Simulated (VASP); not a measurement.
# GaN (F-43m) in VASP: relaxation of cell and atoms with r2SCAN

Aim: the relaxation of cell and atoms of GaN with r2SCAN.

Program: VASP 6.6.1. These are calculated values, not measurements. Logs are shortened: lines on timing, memory, paths and dates and some standing lists are left out, and cuts for length are marked.

## 1. The structure

The structure is cubic, space group F-43m (No. 216). Conventional cell: a = 4.507 Å, b = 4.507 Å, c = 4.507 Å, α = 90.00°, β = 90.00°, γ = 90.00°. Ga (site symmetry -43m) has 4 N at 1.95 Å as nearest neighbours. N (site symmetry -43m) has 4 Ga at 1.95 Å as nearest neighbours.

The cell is a database's computed one.

## 2. Relaxation of cell and atoms, r2SCAN

File INCAR:

```
SYSTEM = GaN
PREC = Accurate ; ENCUT = 600
EDIFF = 1E-7 ; ISMEAR = 0
SIGMA = 0.02 ; LREAL = .FALSE.
LASPH = .TRUE. ; NELM = 80
ALGO = Normal ; ISIF = 3
LWAVE = .FALSE. ; LCHARG = .FALSE.
METAGGA = R2SCAN ; LMIXTAU = .TRUE.
IBRION = 2 ; NSW = 80
EDIFFG = -0.004
```

File KPOINTS:

```
Automatic mesh
0
G
  10 10 10
  0 0 0
```

File POSCAR:

```
GaN
1.0
    0.0000000000      2.2535006100      2.2535006100
    2.2535006100      0.0000000000      2.2535006100
    2.2535006100      2.2535006100      0.0000000000
Ga N
1 1
Direct
    0.0000000000      0.0000000000      0.0000000000
    0.7500000000      0.7500000000      0.7500000000
```

Potentials or basis: VASP PAW PBE potentials, release 64 (Ga_d, N).

Run with:

```sh
> cat potpaw_PBE.64/Ga_d/POTCAR potpaw_PBE.64/N/POTCAR > POTCAR
> mpirun -np 1 vasp_std > vasp.out
```

OUTCAR:

```text
SYSTEM = GaN
   PREC = Accurate
   ENCUT = 600
   EDIFF = 1E-7
   ISMEAR = 0
   LREAL = .FALSE.
   LASPH = .TRUE.
   NELM = 80
   ISIF = 3
   METAGGA = R2SCAN
   IBRION = 2
   NSW = 80
   EDIFFG = -0.004

 ion  position               nearest neighbor table
   1  0.000  0.000  0.000-   2 1.95   2 1.95   2 1.95   2 1.95
   2  0.750  0.750  0.750-   1 1.95   1 1.95   1 1.95   1 1.95

  LATTYP: Found a face centered cubic cell.
 ALAT       =     4.5070012200

  Lattice vectors:

 A1 = (   0.0000000000,   2.2535006100,   2.2535006100)
 A2 = (   2.2535006100,   0.0000000000,   2.2535006100)
 A3 = (   2.2535006100,   2.2535006100,   0.0000000000)

Analysis of symmetry for initial positions (statically):
=====================================================================
 Subroutine PRICEL returns:
 Original cell was already a primitive cell.

 Routine SETGRP: Setting up the symmetry group for a
 face centered cubic supercell.

 Subroutine GETGRP returns: Found 24 space group operations
 (whereof 24 operations were pure point group operations)
 out of a pool of 48 trial point group operations.

The static configuration has the point symmetry T_d .

Analysis of symmetry for dynamics (positions and initial velocities):
=====================================================================
 Subroutine PRICEL returns:
 Original cell was already a primitive cell.

 Routine SETGRP: Setting up the symmetry group for a
 face centered cubic supercell.

 Subroutine GETGRP returns: Found 24 space group operations
 (whereof 24 operations were pure point group operations)
 out of a pool of 48 trial point group operations.

The dynamic configuration has the point symmetry T_d .

 Subroutine INISYM returns: Found 24 space group operations
 (whereof 24 operations are pure point group operations),
 and found     1 'primitive' translations

----------------------------------------------------------------------------------------

                                     Primitive cell

  volume of cell :      22.8877

  direct lattice vectors                    reciprocal lattice vectors
     0.000000000  2.253500610  2.253500610    -0.221877020  0.221877020  0.221877020
     2.253500610  0.000000000  2.253500610     0.221877020 -0.221877020  0.221877020
     2.253500610  2.253500610  0.000000000     0.221877020  0.221877020 -0.221877020

  length of vectors
     3.186931125  3.186931125  3.186931125     0.384302272  0.384302272  0.384302272

  position of ions in fractional coordinates (direct lattice)
     0.000000000  0.000000000  0.000000000
     0.750000000  0.750000000  0.750000000

  ion indices of the primitive-cell ions
   primitive index   ion index
                 1           1
                 2           2

----------------------------------------------------------------------------------------

 KPOINTS: Automatic mesh

Automatic generation of k-mesh.
 Grid dimensions read from file:
 generate k-points for:   10   10   10

 Generating k-lattice:

  Cartesian coordinates                     Fractional coordinates (reciprocal lattice)
    -0.022187702  0.022187702  0.022187702     0.100000000  0.000000000  0.000000000
     0.022187702 -0.022187702  0.022187702     0.000000000  0.100000000  0.000000000
     0.022187702  0.022187702 -0.022187702     0.000000000  0.000000000  0.100000000

  Length of vectors
     0.038430227  0.038430227  0.038430227

  Shift w.r.t. Gamma in fractional coordinates (k-lattice)
     0.000000000  0.000000000  0.000000000

 Subroutine IBZKPT returns following result:
 ===========================================

 Found     47 irreducible k-points:

 Following reciprocal coordinates:
            Coordinates               Weight
  0.000000  0.000000  0.000000      1.000000
  0.100000  0.000000  0.000000      8.000000
  0.200000  0.000000  0.000000      8.000000
  0.300000  0.000000  0.000000      8.000000
  0.400000  0.000000  0.000000      8.000000
  0.500000  0.000000  0.000000      4.000000
[... 16 lines left out ...]
  0.300000  0.300000  0.000000      6.000000
  0.400000  0.300000  0.000000     24.000000
 [... further k-points ...]
   k-points           NKPTS =     47   k-points in BZ     NKDIM =     47   number of bands    NBANDS=     13
   number of dos      NEDOS =    301   number of ions     NIONS =      2
   total plane-waves  NPLWV =  21952
   dimension x,y,z NGX =    28 NGY =   28 NGZ =   28
   dimension x,y,z NGXF=    56 NGYF=   56 NGZF=   56
   ions per type =               1   1
   NGX,Y,Z   is equivalent  to a cutoff of  14.61, 14.61, 14.61 a.u.
   NGXF,Y,Z  is equivalent  to a cutoff of  29.21, 29.21, 29.21 a.u.
 SYSTEM =  GaN
   PREC   = accura    normal or accurate (medium, high low for compatibility)
   ISTART =      0    job   : 0-new  1-cont  2-samecut
   ICHARG =      2    charge: 1-file 2-atom 10-const
   ISPIN  =      1    spin polarized calculation?
   LNONCOLLINEAR =      F non collinear calculations
   LSORBIT =      F    spin-orbit coupling
   LASPH  =      T    aspherical Exc in radial PAW
   ENCUT  =  600.0 eV  44.10 Ry    6.64 a.u.   6.37  6.37  6.37*2*pi/ulx,y,z
   NELM   =     80;   NELMIN=  2; NELMDL= -5     # of ELM steps
   EDIFF  = 0.1E-06   stopping-criterion for ELM
   LREAL  =      F    real-space projection
   EDIFFG = -.4E-02   stopping-criterion for IOM
   NSW    =     80    number of steps for IOM
   IBRION =      2    ionic relax: 0-MD 1-quasi-New 2-CG
   NFREE  =      1    steps in history (QN), initial steepest desc. (CG)
   ISIF   =      3    stress and relaxation
   ISYM   =      2    0-nonsym 1-usesym 2-fastsym
   POTIM  = 0.5000    time-step for ionic-motion
   TEBEG  =    0.0;   TEEND  =   0.0 temperature during run
   PSTRESS=    0.0 pullay stress
   NELECT =      18.0000    total number of electrons
   NUPDOWN=      -1.0000    fix difference up-down
   EMIN   =  10.00;   EMAX   =-10.00  energy-range for DOS
   EFERMI =   0.00;   METHOD = LEGACY
   ISMEAR =     0;   SIGMA  =   0.02  broadening in eV -4-tet -1-fermi 0-gaus
   EFERMI_NEDOS =   21; number of points for ismear=-14 and -15
   IALGO  =     38    algorithm
   IMIX   =      4    mixing-type and parameters
     AMIX     =   0.40;   BMIX     =  1.00
     AMIX_MAG =   1.60;   BMIX_MAG =  1.00
  volume/ion in A,a.u.               =      11.44        77.23
  Fermi-wavevector in a.u.,A,eV,Ry     =   1.511117  2.855596 31.068543  2.283473
  Thomas-Fermi vector in A             =   2.621216
   LORBIT       =      0    0 simple, 1 ext, 2 COOP (PROOUT), +10 PAW based schemes
   METAGGA = R2SCAN    functional components
   LHFCALC =     F    Hartree Fock is set to
   AEXX    =    0.0000 exact exchange contribution
   IVDW    =     0    specifies the selected vdW correction
   LEPSILON=     F    determine dielectric tensor
   LRPA    =     F    only Hartree local field effects (RPA)
 conjugate gradient relaxation of ions
 non-spin polarized calculation
 Gauss-broadening in eV      SIGMA  =   0.02
  energy-cutoff  :      600.00
  volume of cell :       22.89
 maximum number of plane-waves:       785
 NGX is ok and might be reduce to    28
   NGX = 13   NGY = 13   NGZ = 13

 number of electron      18.0000005 magnetization

 Free energy of the ion-electron system (eV)
  ---------------------------------------------------
  ext. energy  EPLUGINS =         0.00000000
  ---------------------------------------------------
  free energy    TOTEN  =       -21.89820307 eV

  energy without entropy =      -21.89820307  energy(sigma->0) =      -21.89820307

 E-fermi :   5.1744     XC(G=0): -12.6344

 val. band max:        5.0161018087   @ k =   0.0000   0.0000   0.0000
 cond. band min:       7.1354773901   @ k =   0.0000   0.0000   0.0000
 fundamental gap:      2.1193755814
 Fermi energy:         5.1744498702

 k-point     1 :       0.0000    0.0000    0.0000
  band No.  band energies     occupation
      1     -11.7144      2.00000
      2      -8.8156      2.00000
      3      -8.8156      2.00000
      4      -8.8156      2.00000
      5      -8.4649      2.00000
      6      -8.4649      2.00000
      7       5.0161      2.00000
      8       5.0161      2.00000
      9       5.0161      2.00000
     10       7.1355      0.00000
     11      16.0203      0.00000
     12      16.0203      0.00000
     13      16.0203      0.00000

 k-point     2 :       0.1000    0.0000    0.0000
  band No.  band energies     occupation
      1     -11.6038      2.00000
      2      -8.8014      2.00000
      3      -8.8014      2.00000
      4      -8.7751      2.00000
      5      -8.4661      2.00000
      6      -8.4661      2.00000
      7       3.9233      2.00000
      8       4.9068      2.00000
      9       4.9068      2.00000
     10       7.9886      0.00000
     11      15.5192      0.00000
     12      16.1907      0.00000
     13      16.1907      0.00000

 k-point     3 :       0.2000    0.0000    0.0000
  band No.  band energies     occupation
      1     -11.3212      2.00000
      2      -8.7681      2.00000
      3      -8.7681      2.00000
      4      -8.6132      2.00000
      5      -8.4650      2.00000
      6      -8.4650      2.00000
      7       2.0591      2.00000
      8       4.6374      2.00000
      9       4.6374      2.00000
     10       9.1265      0.00000
     11      14.7347      0.00000
     12      16.4563      0.00000
     13      16.4563      0.00000

 k-point     4 :       0.3000    0.0000    0.0000
  band No.  band energies     occupation
      1     -11.0054      2.00000
      2      -8.7371      2.00000
      3      -8.7371      2.00000
      4      -8.4521      2.00000
      5      -8.4521      2.00000
      6      -8.2364      2.00000
      7       0.1392      2.00000
      8       4.3321      2.00000
      9       4.3321      2.00000
     10       9.8574      0.00000
     11      14.3711      0.00000
     12      16.4026      0.00000
     13      16.4026      0.00000

 k-point     5 :       0.4000    0.0000    0.0000
  band No.  band energies     occupation
      1     -10.7983      2.00000
      2      -8.7221      2.00000
      3      -8.7221      2.00000
      4      -8.4306      2.00000
      5      -8.4306      2.00000
      6      -7.6695      2.00000
      7      -1.4548      2.00000
      8       4.1031      2.00000
      9       4.1031      2.00000
     10      10.1303      0.00000
     11      14.3971      0.00000
     12      16.1423      0.00000
     13      16.1423      0.00000
[... 257 lines left out ...]
 k-point    22 :      -0.2000    0.2000    0.0000
  band No.  band energies     occupation
      1     -10.9076      2.00000
      2      -8.7166      2.00000
      3      -8.7069      2.00000
      4      -8.4868      2.00000
      5      -8.4800      2.00000
      6      -8.0681      2.00000
      7       0.4636      2.00000
      8       2.6167      2.00000
      9       4.3800      2.00000
     10      11.0272      0.00000
     11      14.0216      0.00000
     12      15.1827      0.00000
     13      16.9138      0.00000

 k-point    23 :       0.3000    0.3000    0.0000
  band No.  band energies     occupation
      1     -10.8122      2.00000
      2      -8.6424      2.00000
      3      -8.6176      2.00000
      4      -8.6176      2.00000
      5      -8.4131      2.00000
      6      -8.0601      2.00000
      7       0.7525      2.00000
      8       3.0789      2.00000
      9       3.0789      2.00000
     10       9.9631      0.00000
     11      12.7094      0.00000
     12      16.9047      0.00000
     13      18.4156      0.00000

 k-point    24 :       0.4000    0.3000    0.0000
  band No.  band energies     occupation
      1     -10.6703      2.00000
      2      -8.6620      2.00000
      3      -8.5805      2.00000
      4      -8.5772      2.00000
      5      -8.4032      2.00000
      6      -7.6406      2.00000
      7      -0.1060      2.00000
      8       2.4843      2.00000
      9       2.8039      2.00000
     10       9.9356      0.00000
     11      12.7774      0.00000
     12      16.5554      0.00000
     13      18.7472      0.00000

 [... further k-points ...]

------------------------ aborting loop because EDIFF is reached ----------------------------------------

  FORCE on cell =-STRESS in cart. coord.  units (eV):
  Direction    XX          YY          ZZ          XY          YZ          ZX
  --------------------------------------------------------------------------------------
  -------------------------------------------------------------------------------------
  Total       -0.0042435     -0.0042435     -0.0042435      0.0000000     -0.0000000     -0.0000000
  in kB       -0.2970545     -0.2970545     -0.2970545      0.0000000     -0.0000000     -0.0000000
  external PRESSURE =      -0.2970545 kB  Pullay stress =       0.0000000 kB

 VOLUME and BASIS-vectors are now :
 -----------------------------------------------------------------------------
  energy-cutoff  :      600.00
  volume of cell :       22.89
      direct lattice vectors                 reciprocal lattice vectors
     0.000000000  2.253500610  2.253500610    -0.221877020  0.221877020  0.221877020
     2.253500610  0.000000000  2.253500610     0.221877020 -0.221877020  0.221877020
     2.253500610  2.253500610  0.000000000     0.221877020  0.221877020 -0.221877020

 POSITION                                       TOTAL-FORCE (eV/Angst)
 -----------------------------------------------------------------------------------
      0.00000      0.00000      0.00000         0.000000     -0.000000     -0.000000
      3.38025      3.38025      3.38025        -0.000000      0.000000      0.000000
 -----------------------------------------------------------------------------------
    total drift:                               -0.000018     -0.000018     -0.000018

  FREE ENERGIE OF THE ION-ELECTRON SYSTEM (eV)
  ---------------------------------------------------
  free  energy   TOTEN  =       -21.8982030684 eV

  energy  without entropy=      -21.8982030684  energy(sigma->0) =      -21.89820307

 reached required accuracy - stopping structural energy minimisation
```

It took 81 s on 1 thread of Intel Xeon Platinum 8488C (Sapphire Rapids), shared host; peak memory 0.17 GiB.

What came out:

| Quantity | Value |
| --- | --- |
| Free energy | -21.8982 eV |
| Pressure after relaxing | 0.0 GPa |
| Band gap on the k mesh | 2.12 eV, direct |

Final structure:
```
CELL_PARAMETERS angstrom
0.00000 2.25350 2.25350
2.25350 0.00000 2.25350
2.25350 2.25350 0.00000
ATOMIC_POSITIONS crystal
Ga 0.00000 0.00000 0.00000
N 0.75000 0.75000 0.75000
```

Caveat: the relaxation stopped at its first step, so nothing moved; the PAW data sets were made with another functional, which shifts forces and pressure a little. r2SCAN opens gaps a little over a GGA but as a rule still falls short of measured ones.
